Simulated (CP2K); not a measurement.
Runs of CP2K 2026.2 on Ru. Symmetry: P6_3/mmc, No. 194, hexagonal system. Conventional cell: a = 2.706 Å, b = 2.706 Å, c = 4.282 Å, α = 90.00°, β = 90.00°, γ = 120.00°. Around Ru (site symmetry -6m2) lie 12 Ru at 2.65 to 2.71 Å. 

```tsv
level	gap on the mesh (eV)	pressure (GPa)
AM05	none	(a)
OLYP	none	0.5
LDA	none	(b)
PBE	none	7.4
SCAN	none	-3.6
```

Alike in all rows: task band structure; potentials or basis POTENTIAL_UZH Ru GTH-PBE-q16; TZVP-MOLOPT-PBE-GTH basis; no spin polarisation; cell as given; k mesh 11 × 11 × 6; smearing fermi-dirac 0.05 eV.

Question: Estimate the missing entries.

Answer: (a) -4.8; (b) -7.9.

Caveats: the basis of atomic orbitals isn't converged, which shifts pressures, moduli and gaps; the potentials were made for another functional, which shifts forces and pressure (some runs).

A k mesh can miss the band edges, and the runs leave out spin-orbit coupling on Ru.

A gap of «none» marks a metal or a gap under the smearing width.
